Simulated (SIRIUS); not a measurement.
**Be in SIRIUS: convergence with k mesh**

Be:

```xyz
1
Lattice="-1.2531 1.2531 1.2531 1.2531 -1.2531 1.2531 1.2531 1.2531 -1.2531" Properties=species:S:1:pos:R:3 pbc="T T T"
Be    0.0000    0.0000    0.0000
```

This isn't the form of Be at room conditions, which is hcp.

```yaml
Program: SIRIUS 7.10.0
Task: single point
Functional: PBE
Potentials_or_basis: GBRV 1.5 PBE (ultrasoft)
Cutoff: 557 eV
Density_cutoff: 5442 eV
k_mesh: 5 × 5 × 5
Occupations: cold, width 0.05 eV
Spin: no spin polarisation
```

These are the settings of the first run; the series varies k mesh, with any setting tied to it.

Hardware: 1 thread of Arm Neoverse V1, with other jobs on the host.

Problem. The values tried are 5 × 5 × 5, 8 × 8 × 8, 11 × 11 × 11, 14 × 14 × 14, 17 × 17 × 17, 20 × 20 × 20, 25 × 25 × 25, 30 × 30 × 30, loosest first. From which on does the pressure stay within 0.1 GPa of the tightest run that finished?

Solution. From 14 × 14 × 14 on.

| k mesh | energy less the tightest run (meV/atom) | pressure (GPa) | SCF cycles | CPU time (s) | peak memory (GiB) |
| --- | --- | --- | --- | --- | --- |
| 5 × 5 × 5 | 137.68 | 0.89 | 13 | 3.1 | 0.12 |
| 8 × 8 × 8 | -11.12 | -0.62 | 12 | 3.6 | 0.12 |
| 11 × 11 × 11 | 9.04 | -0.65 | 11 | 4.3 | 0.13 |
| 14 × 14 × 14 | -4.64 | -0.84 | 10 | 5.7 | 0.15 |
| 17 × 17 × 17 | 4.57 | -0.67 | 10 | 7.1 | 0.17 |
| 20 × 20 × 20 | -0.20 | -0.71 | 11 | 10 | 0.2 |
| 25 × 25 × 25 | -0.37 | -0.76 | 11 | 16 | 0.27 |
| 30 × 30 × 30 | 0.00 | -0.75 | 11 | 25 | 0.37 |

Against the tightest run, the energy stays within 1 meV/atom from 20 × 20 × 20 on. Meshes of other sizes hit other points, so gaps and Fermi surfaces needn't settle smoothly. The tightest run that finished is the yardstick and may itself not be fully converged.
